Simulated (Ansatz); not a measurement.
# Silver (dhcp (4H)) across density functionals

All rows: Ansatz, plane waves with scalar-relativistic PAW, 420 eV (500 eV for the SCAN forms), relaxed under each functional, no dispersion correction, no zero-point motion. B₀ comes from uniform scaling at fixed shape; a dash is a value not given.

The measured cell (COD entry 1509194) has a = 2.886 Å, c = 10.000 Å (c/a = 3.465), 18.04 Å³/atom.

```tsv
functional	V (Å³/atom)	cell	B₀ (GPa)	magnetic state	ΔE to fcc (meV/atom)
PBE	17.85	a = 2.922 Å, c = 9.655 Å (c/a = 3.304)	90	spin not included	0
r²SCAN	17.29	a = 2.891 Å, c = 9.558 Å (c/a = 3.307)	102	spin not included	5
PBEsol	16.65	a = 2.854 Å, c = 9.439 Å (c/a = 3.307)	119	spin not included	5
LDA	16.01	a = 2.817 Å, c = 9.318 Å (c/a = 3.308)	138	spin not included	4
revPBE	18.44	a = 2.955 Å, c = 9.752 Å (c/a = 3.300)	78	spin not included	0
RPBE	18.69	a = 2.969 Å, c = 9.795 Å (c/a = 3.299)	73	spin not included	0
BLYP	19.30	a = 3.001 Å, c = 9.902 Å (c/a = 3.300)	69	spin not included	-1
```

LDA gives the smallest volume and BLYP the largest.
